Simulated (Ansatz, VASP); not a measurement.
## Te2Pt in VASP and in Ansatz

```
CELL_PARAMETERS angstrom
4.03818 0.00000 0.00000
-2.01909 3.49716 0.00000
0.00000 0.00000 5.31096
ATOMIC_POSITIONS crystal
Pt 0.00000 0.00000 0.00000
Te 0.33333 0.66667 0.25685
Te 0.66667 0.33333 0.74315
```

The cell was built by a generator and needn't be a form met in nature.

Alike in both runs: task single point; functional HSE06; k mesh 6 × 6 × 2; occupations fermi-dirac, width 0.02 eV; no spin polarisation.

|  | VASP | Ansatz |
| --- | --- | --- |
| version | VASP 6.6.1 | Ansatz 0.2.0 |
| potentials or method | VASP PAW PBE potentials, release 64 (Pt, Te) | plane waves, PAW |
| plane-wave cutoff (eV) | 520 | 420 |
| valence electrons in the cell | 22 | 50 |

|  | VASP | Ansatz | Ansatz less VASP |
| --- | --- | --- | --- |
| pressure (GPa) | -0.9 | -0.3 | +0.54 |
| rms of the force components (eV/Å) | 0.150 | 0.147 | -0.0034 |

Atom by atom the forces differ by 0.003 eV/Å (rms over components). The two sets of potentials don't hold the same shells in valence. Ansatz warned: «filled_band_counts_differ_across_k_points».

Caveats: the k mesh is coarse (spacing up to 0.59 Å⁻¹), so the values aren't converged, least of all with exact exchange; the PAW data sets were made with another functional, which shifts forces and pressure a little (VASP). The runs have no spin-orbit coupling, so splittings on Pt, Te are missing.
